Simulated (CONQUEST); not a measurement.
## Mg under changes of volume

One of the cells (22.547 Å³/atom); the others are scaled copies at fixed shape and fractional positions:

```
Mg
1.0
     3.17683    0.00000    0.00000
     0.00000    5.50242    0.00000
     0.00000    0.00000   10.31886
Mg
8
Direct
  0.00000 0.33333 0.25000
  0.50000 0.83333 0.25000
  0.00000 0.00000 0.50000
  0.50000 0.50000 0.50000
  0.00000 0.66667 0.75000
  0.50000 0.16667 0.75000
  0.00000 0.00000 0.00000
  0.50000 0.50000 0.00000
```

- Program: CONQUEST 1.3
- Functional: PBEsol
- Potentials or basis: PseudoDojo NC PBEsol, DZP, grid of 32 × 60 × 100 points
- k mesh: 8 × 5 × 3
- Occupations: fermi-dirac, width 0.05 eV
- Spin: no spin polarisation

```csv
volume (Å³/atom),energy over the lowest point (meV/atom),pressure (GPa)
21.194,12.29,2.8
21.645,5.78,1.9
22.096,1.70,1.0
22.547,0.00,0.2
22.998,?,?
23.449,2.54,-1.1
23.900,6.36,-1.6
```

Question: What does the run at 22.998 Å³/atom give?

Answer: Energy over the lowest point 0.38 meV/atom; pressure -0.5 GPa.

Worked out: A Birch-Murnaghan fit of order 3 (a polynomial in V^(-2/3)) to the other rows has its minimum at 22.69 Å³/atom with B0 = V·E''(V) = 35 GPa and B' = 4.3 at fixed shape and positions, which overstates the stiffness. It gives 0.34 meV/atom at 22.998 Å³/atom, against the run's 0.38, and -dE/dV = -0.5 GPa, against -0.5.

Energies are extrapolated to zero smearing.

Caveats: the basis of atomic orbitals isn't converged, which shifts pressures, moduli and gaps.
